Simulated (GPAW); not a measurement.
The system is Se.

```
Se
1.0
     4.36620    0.00000    0.00000
    -2.18310    3.78124    0.00000
     0.00000    0.00000    4.95360
Se
3
Direct
  0.77460 0.77460 0.00000
  0.00000 0.22540 0.66667
  0.22540 0.00000 0.33333
```

- Program: GPAW 26.7.0
- Task: relaxation of cell and atoms
- Functional: PBE
- Dispersion: D3(BJ)
- Potentials or basis: GPAW PAW data sets (gpaw-data 1.2.1)
- Cutoff: 600 eV
- Basis: pw
- k mesh: 7 × 7 × 6
- Occupations: fermi-dirac, width 0.05 eV
- Spin: no spin polarisation

At the start: pressure 0.8 GPa; volume 27.26 Å³/atom.

Problem. Where does the relaxation end?

Solution. Over 17 steps the energy falls by 25.4 meV/atom and the volume is 24.59 Å³/atom (-9.8 %); space group P3_121 (No. 152, to 0.05 Å).

Step by step:
| step | energy change (eV) | largest force (eV/Å) | pressure (GPa) | volume (Å³) |
| --- | --- | --- | --- | --- |
| 1 | 0.0000 | 0.4345 | 0.76 | 81.78 |
| 2 | -0.0061 | 0.3478 | 0.40 | 81.89 |
| 3 | -0.0138 | 0.2026 | -0.21 | 82.05 |
| 4 | -0.0185 | 0.0437 | -0.89 | 82.15 |
| 5 | -0.0202 | 0.0775 | -1.40 | 82.05 |
| 6 | -0.0228 | 0.1365 | -1.63 | 81.68 |
| 7 | -0.0286 | 0.1337 | -1.56 | 81.05 |
| 8 | -0.0368 | 0.0784 | -1.22 | 80.19 |
| 9 | -0.0454 | 0.0252 | -0.61 | 79.06 |
| 10 | -0.0513 | 0.1426 | 0.13 | 77.75 |
| 11 | -0.0563 | 0.1970 | 0.59 | 76.51 |
| 12 | -0.0644 | 0.1476 | 0.54 | 75.53 |
| 13 | -0.0724 | 0.0134 | -0.03 | 74.81 |
| 14 | -0.0746 | 0.1082 | -0.61 | 74.07 |
| 15 | -0.0751 | 0.0957 | -0.53 | 74.02 |
| 16 | -0.0757 | 0.0719 | -0.38 | 73.92 |
| 17 | -0.0763 | 0.0394 | -0.18 | 73.78 |

Final structure:
```yaml
crystal:
  lattice:
    - [4.08733, 0.00000, 0.00000]
    - [-2.04367, 3.53973, 0.00000]
    - [0.00000, 0.00000, 5.09962]
  atoms:
    - { symbol: Se, position: [0.75203, 0.75203, 0.00000] }
    - { symbol: Se, position: [0.00000, 0.24797, 0.66667] }
    - { symbol: Se, position: [0.24797, 0.00000, 0.33333] }
```

Caveat: later steps reuse the first step's grids.
